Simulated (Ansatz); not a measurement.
# Tungsten, hcp under PBEsol: from relaxation to bulk modulus

The plan for tungsten in the hcp structure: relax it, solve it on a dense k-mesh, then scale the cell to 7 volumes from 88 to 112 % of the relaxed one and try a fit of the equation of state. Spin polarisation is left out. The k-meshes are 13×13×7 for the relaxation; 21×21×11 for the dense run; 15×15×7 for the volumes.

This is W in the hcp structure; at room conditions it is bcc.

Computed with Ansatz 0.2.0 (DFT PBEsol, plane waves (420 eV) with PAW, scalar-relativistic; PBE-made PAW files, unless a step says otherwise).

## 1. The system as given

It takes space group P6_3/mmc (No. 194, hexagonal). Conventional cell: a = 2.819 Å, b = 2.819 Å, c = 4.604 Å, α = 90.00°, β = 90.00°, γ = 120.00°. W (site symmetry -6m2) has 12 W at 2.82 Å as nearest neighbours.

Coordinates:

```xyz
2
Lattice="2.8194 0.0000 0.0000 -1.4097 2.4417 0.0000 0.0000 0.0000 4.6041" Properties=species:S:1:pos:R:3 pbc="T T T"
W     0.0000    1.6278    1.1510
W     1.4097    0.8139    3.4531
```

## 2. Relaxing cell and atoms

input.yaml

```yaml
crystal:
  lattice:
    - [2.8194054199, 0.0, 0.0]
    - [-1.40970271, 2.4416767172, 0.0]
    - [0.0, 0.0, 4.6040890507]
  atoms:
    - { symbol: W, position: [0.3333333333, 0.6666666667, 0.25] }
    - { symbol: W, position: [0.6666666667, 0.3333333333, 0.75] }
hamiltonian:
  xc: pbesol
  pseudopotentials:
    kind: paw
    azcp:
      W: "pseudopotentials/W.paw.azcp"
basis:
  ecutwfc: 420
  fft_grid_basis: typed
kpoints:
  mp_grid: { grid: [13, 13, 7], shift: [0, 0, 0] }
magnetization:
  spin_polarized: false
scf:
  occupations: { method: fermi_dirac, width: 0.1 }
relax:
  max_steps: 60
  f_tol: 0.01
  cell: {}
output:
  write_density: true
  write_potential: true
  elf: true
  volumetric_format: npy
```

Standard output:

```text
Warning: <dir> the record states the generating functional pbe (its physics header spells it `PBE`), which answers neither for hamiltonian.xc's functional nor for the pbesol family's — results may be inconsistent (PPs are generated against a specific XC)
Warning: RAYON_NUM_THREADS=2 ignored (pool sized by the plan → 2); use --threads N
Engine: ansatz 0.2.0, aarch64-unknown-linux-gnu
Pseudopotentials: kind: paw
Pseudopotential: W, paw, valence charge 14, recommended cutoff 420 eV (normal), <dir>
Functional definition: PBEsol
  exchange = pbesol_x
  correlation = pbesol_c
Crystal: 2 atoms, lattice volume = 31.695 Å³
Basis set: ecut = 420 eV, 615 PW (Γ), exchange–correlation on 40×40×64 points (8 copies of the dense FFT grid, shifted against one another)
Bands: 18, of which v1, the nominal top of the filled ones, is band 14 counted from 1 (13 counted from 0)
Symmetry: 24 space group operations
Space group: P63/mmc (ITA 194), of the structure as read, at distance tolerance 3.2e-5 Å
k-points: 84 of 1183
Non-local potential: W, projectors of the file, l = 0: 3, l = 1: 2, l = 2: 2, l = 3: 1
PAW form: soft (Blöchl's): semilocal exchange-correlation on the pseudo side does not see the compensation charge
PAW frozen core: W, regenerated for the run's functional, and the local potential with it (the file was generated under x = pbe(κ = 0.804, μ = 0.2195149727645171), c = pbe(β = 0.06672455060314922))
PAW one-centre angular grid: W, 590 points (default); XC on 64 Gauss nodes
Initial density: superposition of atomic densities (neutral atoms: chi_scale 0, normalization atom), corrected by the library's trained network
Initial wavefunctions: pseudopotential atomic-orbital guess
Functional: x = pbesol(κ = 0.804, μ = 0.12345679012345678), c = pbesol(β = 0.046)
SCF iter   1: F=—  HF=-20512.034241 eV  |F-HF|=—  |Δ(HF+E_count)|=         —  Δρ=8.73e-3  dr2=2.00e-2  ethr=1.77e-3  ⟨swp⟩=5.0  Hψ=6484  notcnv=0
preconditioner: auto → none  [metal: Δε(μ)=0.021 eV  Ē_g=5.415 eV  σ=0.100 eV  W_gap=0.05  n_scr=8 (ndim 8)  ℏωp=22.8 eV  f_vac=0.000  D(μ)=2.70/eV (n_scr^D=34)  sad-step TF]
SCF iter   2: F=—  HF=-20512.030916 eV  |F-HF|=—  |Δ(HF+E_count)|=   3.33e-3  Δρ=5.59e-3  dr2=8.70e-3  ethr=7.16e-5  ⟨swp⟩=1.0  Hψ=2184  notcnv=0
SCF iter   3: F=—  HF=-20512.028132 eV  |F-HF|=—  |Δ(HF+E_count)|=   2.78e-3  Δρ=2.93e-4  dr2=1.49e-5  ethr=3.11e-5  ⟨swp⟩=2.0  Hψ=2032  notcnv=0
SCF iter   4: F=—  HF=-20512.028112 eV  |F-HF|=—  |Δ(HF+E_count)|=   2.07e-5  Δρ=8.62e-5  dr2=1.84e-6  ethr=5.31e-8  ⟨swp⟩=2.0  Hψ=2773  notcnv=0
iter 5 did not close the SCF: its close was put off for the readings that it lacked (scf_convergence_deferred on its scf_iter line)
SCF iter   5: F=-20512.028111 eV  HF=-20512.028111 eV  |F-HF|=2.08e-8  |Δ(HF+E_count)|=   5.56e-7  Δρ=1.62e-5  dr2=2.43e-8  ethr=6.58e-9  ⟨swp⟩=2.9  Hψ=2820  notcnv=0
SCF iter   6: F=-20512.028111 eV  HF=-20512.028111 eV  |F-HF|=3.71e-10  |Δ(HF+E_count)|=   2.28e-8  Δρ=2.20e-6  dr2=9.72e-10  ethr=8.68e-11  ⟨swp⟩=5.8  Hψ=8857  notcnv=0
SCF 1 converged in 6 iterations: F = -20512.028111 eV  dr2 = 9.72e-10
relax step   1: F+E_penalty+E_count = -20512.02811126 eV  Δ(F+E_penalty+E_count) = +0.000e0 eV  max|allowed force component| = 1.388e-17 eV/Å  Δτ_max = 0.0000 Å  P = +1.973 GPa  Ω = 31.695 Å³  (6 SCF iters, dr2 threshold 1.00e-7 eV, accepted)
Crystal: 2 atoms, lattice volume = 32.282 Å³
Basis set: ecut = 420 eV, 641 PW (Γ), exchange–correlation on 40×40×64 points (8 copies of the dense FFT grid, shifted against one another)
Initial density: handed on by an earlier stage of this run
Initial wavefunctions: those handed on with the density
iter 1 solved again at ethr=1.74e-4 eV; its pass at ethr=3.10e-3 eV (dr2=4.86e-2 eV) is discarded
SCF iter   1: F=—  HF=-20512.143708 eV  |F-HF|=—  |Δ(HF+E_count)|=         —  Δρ=1.38e-2  dr2=4.93e-2  ethr=1.74e-4  ⟨swp⟩=1.0  Hψ=9510  notcnv=0
preconditioner: auto → Kerker (q_TF=auto, 2.664 Å⁻¹)  [metal: Δε(μ)=0.016 eV  Ē_g=5.368 eV  σ=0.100 eV  W_gap=0.04  n_scr=10 (ndim 8)  ℏωp=22.6 eV  f_vac=0.000  D(μ)=2.26/eV (n_scr^D=22)]
SCF iter   2: F=—  HF=-20512.131595 eV  |F-HF|=—  |Δ(HF+E_count)|=   1.21e-2  Δρ=7.73e-3  dr2=1.63e-2  ethr=1.74e-4  ⟨swp⟩=1.0  Hψ=1512  notcnv=0
SCF iter   3: F=—  HF=-20512.125672 eV  |F-HF|=—  |Δ(HF+E_count)|=   5.92e-3  Δρ=7.68e-4  dr2=9.33e-5  ethr=5.84e-5  ⟨swp⟩=2.4  Hψ=2064  notcnv=0
SCF iter   4: F=—  HF=-20512.125658 eV  |F-HF|=—  |Δ(HF+E_count)|=   1.41e-5  Δρ=7.67e-5  dr2=8.01e-7  ethr=3.33e-7  ⟨swp⟩=2.6  Hψ=2808  notcnv=0
iter 5 did not close the SCF: its close was put off for the readings that it lacked (scf_convergence_deferred on its scf_iter line)
SCF iter   5: F=-20512.125658 eV  HF=-20512.125658 eV  |F-HF|=3.66e-9  |Δ(HF+E_count)|=   1.06e-7  Δρ=1.10e-5  dr2=1.44e-8  ethr=2.86e-9  ⟨swp⟩=1.4  Hψ=1546  notcnv=0
SCF iter   6: F=-20512.125658 eV  HF=-20512.125658 eV  |F-HF|=7.28e-12  |Δ(HF+E_count)|=   4.79e-9  Δρ=1.33e-6  dr2=2.94e-10  ethr=5.16e-11  ⟨swp⟩=6.0  Hψ=8378  notcnv=0
SCF 2 converged in 6 iterations: F = -20512.125658 eV  dr2 = 2.94e-10
relax step   2: F+E_penalty+E_count = -20512.12565801 eV  Δ(F+E_penalty+E_count) = -9.755e-2 eV  max|allowed force component| = 6.245e-17 eV/Å  Δτ_max = 0.0000 Å  P = -2.308 GPa  Ω = 32.282 Å³  energy of the carried Pulay correction = -1.957e-4 eV  (6 SCF iters, dr2 threshold 2.00e-7 eV, accepted)
Crystal: 2 atoms, lattice volume = 31.435 Å³
Basis set: ecut = 420 eV, 647 PW (Γ), exchange–correlation on 40×40×64 points (8 copies of the dense FFT grid, shifted against one another)
iter 1 solved again at ethr=2.52e-4 eV; its pass at ethr=3.10e-3 eV (dr2=7.04e-2 eV) is discarded
SCF iter   1: F=—  HF=-20512.066815 eV  |F-HF|=—  |Δ(HF+E_count)|=         —  Δρ=1.48e-2  dr2=7.08e-2  ethr=2.52e-4  ⟨swp⟩=1.0  Hψ=9917  notcnv=0
preconditioner: auto → none  [metal: Δε(μ)=0.071 eV  Ē_g=5.576 eV  σ=0.100 eV  W_gap=0.18  n_scr=4 (ndim 8)  ℏωp=22.9 eV  f_vac=0.000  D(μ)=1.61/eV (n_scr^D=22)]
SCF iter   2: F=—  HF=-20512.039838 eV  |F-HF|=—  |Δ(HF+E_count)|=   2.70e-2  Δρ=3.76e-3  dr2=2.40e-3  ethr=2.52e-4  ⟨swp⟩=2.3  Hψ=2086  notcnv=0
SCF iter   3: F=—  HF=-20512.039247 eV  |F-HF|=—  |Δ(HF+E_count)|=   5.91e-4  Δρ=1.11e-3  dr2=1.22e-4  ethr=8.56e-6  ⟨swp⟩=2.6  Hψ=2416  notcnv=0
SCF iter   4: F=—  HF=-20512.039276 eV  |F-HF|=—  |Δ(HF+E_count)|=   2.90e-5  Δρ=9.25e-5  dr2=1.98e-6  ethr=4.34e-7  ⟨swp⟩=1.1  Hψ=1518  notcnv=0
iter 5 did not close the SCF: its close was put off for the readings that it lacked (scf_convergence_deferred on its scf_iter line)
SCF iter   5: F=-20512.039275 eV  HF=-20512.039275 eV  |F-HF|=5.38e-9  |Δ(HF+E_count)|=   7.24e-7  Δρ=1.48e-5  dr2=2.00e-8  ethr=7.09e-9  ⟨swp⟩=2.0  Hψ=2579  notcnv=0
SCF iter   6: F=-20512.039275 eV  HF=-20512.039275 eV  |F-HF|=1.09e-10  |Δ(HF+E_count)|=   7.65e-9  Δρ=1.57e-6  dr2=3.47e-10  ethr=7.15e-11  ⟨swp⟩=5.7  Hψ=8754  notcnv=0
SCF 3 converged in 6 iterations: F = -20512.039275 eV  dr2 = 3.47e-10
relax step   3: F+E_penalty+E_count = -20512.03927521 eV  Δ(F+E_penalty+E_count) = +8.638e-2 eV  max|allowed force component| = 1.087e-16 eV/Å  Δτ_max = 0.0000 Å  P = +9.615 GPa  Ω = 31.435 Å³  energy of the carried Pulay correction = +9.311e-5 eV  (6 SCF iters, dr2 threshold 2.00e-7 eV, rejected (line search))
Crystal: 2 atoms, lattice volume = 32.155 Å³
iter 1 solved again at ethr=1.36e-4 eV; its pass at ethr=3.10e-3 eV (dr2=3.81e-2 eV) is discarded
SCF iter   1: F=—  HF=-20512.152103 eV  |F-HF|=—  |Δ(HF+E_count)|=         —  Δρ=1.11e-2  dr2=3.93e-2  ethr=1.36e-4  ⟨swp⟩=1.0  Hψ=9042  notcnv=0
preconditioner: auto → Kerker (q_TF=auto, 2.666 Å⁻¹)  [metal: Δε(μ)=0.032 eV  Ē_g=5.393 eV  σ=0.100 eV  W_gap=0.08  n_scr=10 (ndim 8)  ℏωp=22.7 eV  f_vac=0.000  D(μ)=2.05/eV (n_scr^D=22)]
SCF iter   2: F=—  HF=-20512.142176 eV  |F-HF|=—  |Δ(HF+E_count)|=   9.93e-3  Δρ=6.22e-3  dr2=1.32e-2  ethr=1.36e-4  ⟨swp⟩=1.0  Hψ=1512  notcnv=0
SCF iter   3: F=—  HF=-20512.137221 eV  |F-HF|=—  |Δ(HF+E_count)|=   4.95e-3  Δρ=6.99e-4  dr2=7.44e-5  ethr=4.71e-5  ⟨swp⟩=2.4  Hψ=2163  notcnv=0
SCF iter   4: F=—  HF=-20512.137218 eV  |F-HF|=—  |Δ(HF+E_count)|=   3.33e-6  Δρ=7.03e-5  dr2=8.51e-7  ethr=2.66e-7  ⟨swp⟩=2.7  Hψ=2818  notcnv=0
SCF iter   5: F=—  HF=-20512.137218 eV  |F-HF|=—  |Δ(HF+E_count)|=   6.97e-8  Δρ=1.14e-5  dr2=2.12e-8  ethr=3.04e-9  ⟨swp⟩=1.5  Hψ=1718  notcnv=0
SCF iter   6: F=—  HF=-20512.137218 eV  |F-HF|=—  |Δ(HF+E_count)|=   2.31e-9  Δρ=1.91e-6  dr2=9.95e-10  ethr=7.58e-11  ⟨swp⟩=2.0  Hψ=1895  notcnv=0
SCF iter   7: F=—  HF=-20512.137218 eV  |F-HF|=—  |Δ(HF+E_count)|=  2.22e-10  Δρ=3.24e-7  dr2=2.23e-11  ethr=3.55e-12  ⟨swp⟩=2.1  Hψ=1863  notcnv=0
SCF iter   8: F=-20512.137218 eV  HF=-20512.137218 eV  |F-HF|=1.46e-11  |Δ(HF+E_count)|=  1.46e-11  Δρ=3.80e-8  dr2=2.68e-13  ethr=1.00e-12  ⟨swp⟩=5.8  Hψ=6197  notcnv=0
SCF 4 converged in 8 iterations: F = -20512.137218 eV  dr2 = 2.68e-13
relax step   4: F+E_penalty+E_count = -20512.13721774 eV  Δ(F+E_penalty+E_count) = -1.156e-2 eV  max|allowed force component| = 2.082e-17 eV/Å  Δτ_max = 0.0000 Å  P = -0.635 GPa  Ω = 32.155 Å³  energy of the carried Pulay correction = -1.526e-4 eV  (8 SCF iters, accepted)
Crystal: 2 atoms, lattice volume = 32.108 Å³
iter 1 solved again at ethr=7.74e-7 eV; its pass at ethr=3.10e-3 eV (dr2=2.17e-4 eV) is discarded
SCF iter   1: F=—  HF=-20512.138135 eV  |F-HF|=—  |Δ(HF+E_count)|=         —  Δρ=1.10e-3  dr2=3.63e-4  ethr=7.74e-7  ⟨swp⟩=2.1  Hψ=8310  notcnv=0
eigensolver tolerance schedule calibrated: the retry pair's looser diagonalisation under-reported the residual by θ = 0.40 (0.11/decade); ethr = c·dr2/N_el runs at the constant in force after the calibration composes with the one it found (an armed cap, an earlier calibration), c = 8.0e-2
preconditioner: auto → Kerker (q_TF=auto, 2.667 Å⁻¹)  [metal: Δε(μ)=0.020 eV  Ē_g=5.408 eV  σ=0.100 eV  W_gap=0.05  n_scr=10 (ndim 8)  ℏωp=22.7 eV  f_vac=0.000  D(μ)=1.96/eV (n_scr^D=22)]
SCF iter   2: F=—  HF=-20512.138043 eV  |F-HF|=—  |Δ(HF+E_count)|=   9.20e-5  Δρ=6.03e-4  dr2=1.15e-4  ethr=7.74e-7  ⟨swp⟩=1.2  Hψ=1563  notcnv=0
SCF iter   3: F=—  HF=-20512.138001 eV  |F-HF|=—  |Δ(HF+E_count)|=   4.24e-5  Δρ=6.74e-5  dr2=1.18e-6  ethr=3.28e-7  ⟨swp⟩=2.4  Hψ=2129  notcnv=0
iter 4 did not close the SCF: its close was put off for the readings that it lacked (scf_convergence_deferred on its scf_iter line)
SCF iter   4: F=-20512.138000 eV  HF=-20512.138000 eV  |F-HF|=7.97e-9  |Δ(HF+E_count)|=   4.77e-7  Δρ=1.17e-5  dr2=2.12e-8  ethr=3.35e-9  ⟨swp⟩=2.0  Hψ=2042  notcnv=0
iter 5 did not close the SCF: its close was put off for the readings that it lacked (scf_convergence_deferred on its scf_iter line)
SCF iter   5: F=-20512.138000 eV  HF=-20512.138000 eV  |F-HF|=6.55e-11  |Δ(HF+E_count)|=   6.94e-9  Δρ=1.34e-6  dr2=2.92e-10  ethr=6.05e-11  ⟨swp⟩=2.5  Hψ=2491  notcnv=0
SCF iter   6: F=-20512.138000 eV  HF=-20512.138000 eV  |F-HF|=1.82e-11  |Δ(HF+E_count)|=  6.18e-11  Δρ=1.92e-7  dr2=7.80e-12  ethr=1.00e-12  ⟨swp⟩=4.2  Hψ=7278  notcnv=0
SCF 5 converged in 6 iterations: F = -20512.138000 eV  dr2 = 7.80e-12
relax step   5: F+E_penalty+E_count = -20512.13800033 eV  Δ(F+E_penalty+E_count) = -7.826e-4 eV  max|allowed force component| = 4.163e-17 eV/Å  Δτ_max = 0.0000 Å  P = -0.005 GPa  Ω = 32.108 Å³  energy of the carried Pulay correction = -1.366e-4 eV  (6 SCF iters, dr2 threshold 2.00e-7 eV, accepted)
Basis set: ecut = 420 eV, 647 PW (Γ), exchange–correlation on 40×40×72 points (8 copies of the dense FFT grid, shifted against one another)
Initial wavefunctions: pseudopotential atomic-orbital guess (no wavefunctions were taken with the density)
iter 1 solved again at ethr=3.89e-8 eV; its pass at ethr=3.10e-3 eV (dr2=1.09e-5 eV) is discarded
SCF iter   1: F=—  HF=-20512.138247 eV  |F-HF|=—  |Δ(HF+E_count)|=         —  Δρ=2.38e-4  dr2=9.09e-7  ethr=3.89e-8  ⟨swp⟩=3.3  Hψ=10441  notcnv=0
preconditioner: auto → Kerker (q_TF=auto, 2.667 Å⁻¹)  [metal: Δε(μ)=0.029 eV  Ē_g=5.407 eV  σ=0.100 eV  W_gap=0.07  n_scr=10 (ndim 8)  ℏωp=22.7 eV  f_vac=0.000  D(μ)=1.96/eV (n_scr^D=22)]
SCF iter   2: F=—  HF=-20512.138253 eV  |F-HF|=—  |Δ(HF+E_count)|=   5.71e-6  Δρ=1.22e-4  dr2=2.47e-7  ethr=3.25e-9  ⟨swp⟩=1.0  Hψ=1513  notcnv=0
SCF iter   3: F=—  HF=-20512.138254 eV  |F-HF|=—  |Δ(HF+E_count)|=   8.16e-7  Δρ=2.95e-6  dr2=8.01e-10  ethr=8.82e-10  ⟨swp⟩=2.3  Hψ=2601  notcnv=0
iter 4 did not close the SCF: its close was put off for the readings that it lacked (scf_convergence_deferred on its scf_iter line)
SCF iter   4: F=-20512.138254 eV  HF=-20512.138254 eV  |F-HF|=0.00e0  |Δ(HF+E_count)|=  5.09e-11  Δρ=2.35e-7  dr2=5.97e-12  ethr=2.86e-12  ⟨swp⟩=2.2  Hψ=2561  notcnv=0
iter 5 did not close the SCF: its close was put off for the readings that it lacked (scf_convergence_deferred on its scf_iter line)
SCF iter   5: F=-20512.138254 eV  HF=-20512.138254 eV  |F-HF|=3.64e-12  |Δ(HF+E_count)|=  7.28e-12  Δρ=5.01e-8  dr2=4.27e-13  ethr=1.00e-12  ⟨swp⟩=1.0  Hψ=1512  notcnv=0
iter 6 did not close the SCF: its close was put off for the readings that it lacked (scf_convergence_deferred on its scf_iter line)
SCF iter   6: F=-20512.138254 eV  HF=-20512.138254 eV  |F-HF|=3.64e-12  |Δ(HF+E_count)|=  3.64e-12  Δρ=5.64e-9  dr2=7.31e-15  ethr=1.00e-12  ⟨swp⟩=1.0  Hψ=1512  notcnv=0
iter 7 did not close the SCF: its close was put off for the readings that it lacked (scf_convergence_deferred on its scf_iter line)
SCF iter   7: F=-20512.138254 eV  HF=-20512.138254 eV  |F-HF|=7.28e-12  |Δ(HF+E_count)|=  3.64e-12  Δρ=9.16e-10  dr2=1.83e-16  ethr=1.00e-12  ⟨swp⟩=1.0  Hψ=1512  notcnv=0
SCF iter   8: F=-20512.138254 eV  HF=-20512.138254 eV  |F-HF|=0.00e0  |Δ(HF+E_count)|=  3.64e-12  Δρ=2.12e-10  dr2=1.06e-17  ethr=1.00e-12  ⟨swp⟩=2.7  Hψ=3989  notcnv=0
SCF 6 converged in 8 iterations: F = -20512.138254 eV  dr2 = 1.06e-17
relax step   6: F+E_penalty+E_count = -20512.13825355 eV  Δ(F+E_penalty+E_count) = -2.532e-4 eV  max|allowed force component| = 3.469e-17 eV/Å  Δτ_max = 0.0000 Å  P = -0.004 GPa  Ω = 32.108 Å³  stress off target by 7.41e-3 GPa  SCF on the basis re-selected at this cell (its energy is not comparable with the rows above)  (8 SCF iters)
basis re-selected at this cell: Δ(F+E_penalty+E_count) = -2.532e-4 eV, ΔP = +0.001 GPa vs the last step (what re-selecting the basis moved, of the pressure what is left beyond the Pulay correction that the steps carried, after the strain that the cell walked since its last selection, with what the two solves' SCF thresholds leave and, on support functions, any second-order correction that the steps lacked; it is no measure of the basis error at this ecutwfc). The dense FFT grid was sized anew with the basis: this SCF ran on 20×20×36 points, the steps before it on 20×20×32, so part of this shift can come from that change (see relax.cell in the input reference). This SCF's stress stands 7.41e-3 GPa from its target on what of the cell is left free (relax.cell.stress_tol is 5.00e-2 GPa) and its largest allowed force component is 3.47e-17 eV/Å (relax.f_tol is 1.00e-2 eV/Å): within both
SCF converged after 8 iterations
Free energy (F): -20512.138254 eV
Harris-Foulkes:  -20512.138254 eV  (|F-HF|=0.00e0)
Internal energy: -20512.072099 eV  (E = F + TS)
E sigma→0 (E₀):  -20512.105176 eV
Entropy (-TS):   -0.066155 eV (-33.077 meV/atom)
Fermi energy:    21.754936 eV
--- Per-component energies (eV) ---
  E_band       = -173.309531
  E_kinetic    = 900.640950
  E_local      = -1230.407445  (includes V_loc(G=0)·N_el)
  E_nonlocal   = 7.113393
  E_hartree    = 440.238837
  E_xc         = -530.060924
  E_vxc        = -476.801788  (∫ρ·V_xc dr)
  E_paw        = -16872.255522  (= ΣΔE_a)
  E_vpaw       = -254.332190  (= ΣTr[D̂ρ^β])
  E_aug_tail   = -0.000125  (compensation charges beyond the density's cutoff)
  E_ewald      = -3227.784846
  E_core_change = 0.443584  (= ΣΔE_core)
  E_smearing   = -0.066155  (= −TS)
  E_closure    = 0.000000  (closes the sum)
  Σ components = -20512.138254   (vs F -20512.138254, Δ=0.00e0)
--- Forces (eV/Å), atoms counted from 1 ---
  atom   1  W      0.00000000     0.00000000     0.00000000
  atom   2  W      0.00000000    -0.00000000     0.00000000
  max |Σ_I F_I| component: 1.39e-17 eV/Å
--- Stress (GPa, compression-positive) ---
       -0.007413       0.000000       0.000000
        0.000000      -0.007413       0.000000
        0.000000       0.000000       0.002482
  P = ⅓ Tr σ = -0.0041 GPa (-0.041 kbar)
--- Band table (eV; the first three rows and the last of 84) ---
  k-point 0: bands = ["-51.8675", "-51.7866", "-16.6768", "-15.6731", "-15.4913", "-15.4913", "-15.3892", "-15.3892", "12.5587", "15.7483", "20.0257", "21.2787", "21.2787", "21.5590", "21.8808", "21.8808", "23.7819", "23.7819"]
  k-point 1: bands = ["-51.8635", "-51.7906", "-16.6299", "-15.7259", "-15.4863", "-15.4863", "-15.3943", "-15.3943", "12.7596", "15.6998", "19.9395", "21.1264", "21.2499", "21.2499", "21.8014", "21.8014", "23.9732", "23.9732"]
  k-point 2: bands = ["-51.8523", "-51.8019", "-16.4971", "-15.8720", "-15.4722", "-15.4722", "-15.4085", "-15.4085", "13.3245", "15.4789", "19.7371", "20.2810", "21.2182", "21.2182", "21.6102", "21.6102", "24.4606", "24.4606"]
  k-point 83: bands = ["-51.7023", "-51.7006", "-16.4791", "-16.4750", "-16.2714", "-16.2277", "-15.8415", "-15.8242", "17.9624", "18.0188", "18.9405", "19.0830", "20.2684", "20.4281", "22.2265", "22.6964", "26.0676", "26.4186"]
--- Relaxed structure (5 steps of the walk, 4 accepted, 1 SCFs on fresh bases) ---
  F+E_penalty+E_count = -20512.13825355 eV   max|allowed force component| = 3.469e-17 eV/Å   (the final SCF, on the basis selected at the relaxed cell)
  cell:  # Å, volume = 32.1080 Å³
    - [2.7528681834545723, 2.818617000816437e-11, 0.0]
    - [-1.3764340917516962, 2.3840537801274873, 0.0]
    - [0.0, 0.0, 4.892293039492315]
  atoms:
    - { symbol: W, position: [0.3333333333333333, 0.6666666666666666, 0.25] }
    - { symbol: W, position: [0.6666666666666667, 0.3333333333333333, 0.7499999999999999] }
```

Run time: 7.9 s. Hardware: 2 threads of Arm Neoverse V1, shared host; peak memory 0.34 GiB.

The steps of the relaxation:

| step | energy change (meV/atom) | largest force (eV/Å) | pressure (GPa) | volume (Å³/atom) | accepted |
| --- | --- | --- | --- | --- | --- |
| 1 | 0.00 | 0.0000 | 1.97 | 15.847 | yes |
| 2 | -48.77 | 0.0000 | -2.31 | 16.141 | yes |
| 3 | -5.58 | 0.0000 | 9.62 | 15.718 | no |
| 4 | -54.55 | 0.0000 | -0.64 | 16.078 | yes |
| 5 | -54.94 | 0.0000 | -0.01 | 16.054 | yes |
| 6 | -55.07 | 0.0000 | 0.00 | 16.054 | yes |

Steps that repeat a cell are solved on a basis chosen anew, so their changes of energy are no gain of the relaxation.

The cell of the run, before and after:

|  | before | after | change |
| --- | --- | --- | --- |
| a (Å) | 2.819 | 2.753 | -2.4 % |
| b (Å) | 2.819 | 2.753 | -2.4 % |
| c (Å) | 4.604 | 4.892 | +6.3 % |
| volume (Å³/atom) | 15.847 | 16.054 | +1.3 % |
| shortest distance (Å) | 2.819 | 2.753 | -2.4 % |
| space group (spins left aside) | P6_3/mmc | P6_3/mmc | same |

## 3. Single point on a dense mesh

input.yaml

```yaml
crystal:
  lattice:
    - [2.7528681835, 0.0, 0.0]
    - [-1.3764340918, 2.3840537801, 0.0]
    - [0.0, 0.0, 4.8922930395]
  atoms:
    - { symbol: W, position: [0.3333333333, 0.6666666667, 0.25] }
    - { symbol: W, position: [0.6666666667, 0.3333333333, 0.75] }
hamiltonian:
  xc: pbesol
  pseudopotentials:
    kind: paw
    azcp:
      W: "pseudopotentials/W.paw.azcp"
basis:
  ecutwfc: 420
  fft_grid_basis: typed
kpoints:
  mp_grid: { grid: [21, 21, 11], shift: [0, 0, 0] }
magnetization:
  spin_polarized: false
scf:
  occupations: { method: fermi_dirac, width: 0.1 }
```

Standard output (excerpt; [...] marks lines left out):

```text
Warning: <dir> the record states the generating functional pbe (its physics header spells it `PBE`), which answers neither for hamiltonian.xc's functional nor for the pbesol family's — results may be inconsistent (PPs are generated against a specific XC)
Warning: RAYON_NUM_THREADS=2 ignored (pool sized by the plan → 2); use --threads N
[...]
[... 3 set-up lines as earlier in the session ...]
[...]
Crystal: 2 atoms, lattice volume = 32.108 Å³
Basis set: ecut = 420 eV, 647 PW (Γ)
Bands: 18, of which v1, the nominal top of the filled ones, is band 14 counted from 1 (13 counted from 0)
[... 2 set-up lines as earlier in the session ...]
k-points: 288 of 4851
[...]
SCF iter   1: F=—  HF=-20512.141430 eV  |F-HF|=—  |Δ(HF+E_count)|=         —  Δρ=7.05e-3  dr2=1.30e-2  ethr=1.77e-3  ⟨swp⟩=5.0  Hψ=22222  notcnv=0
[...]
SCF iter   6: F=-20512.138071 eV  HF=-20512.138071 eV  |F-HF|=2.07e-10  |Δ(HF+E_count)|=   1.40e-8  Δρ=2.09e-6  dr2=7.28e-10  ethr=3.36e-10  ⟨swp⟩=1.0  Hψ=15421  notcnv=0
[...]
SCF converged after 6 iterations
Free energy (F): -20512.138071 eV
[...]
E sigma→0 (E₀):  -20512.104388 eV
Entropy (-TS):   -0.067366 eV (-33.683 meV/atom)
Fermi energy:    21.752511 eV
[...]
```

Wall time 3.1 s (2 threads of Arm Neoverse V1, shared host); peak memory 0.38 GiB.

[end of part 1 of 2]
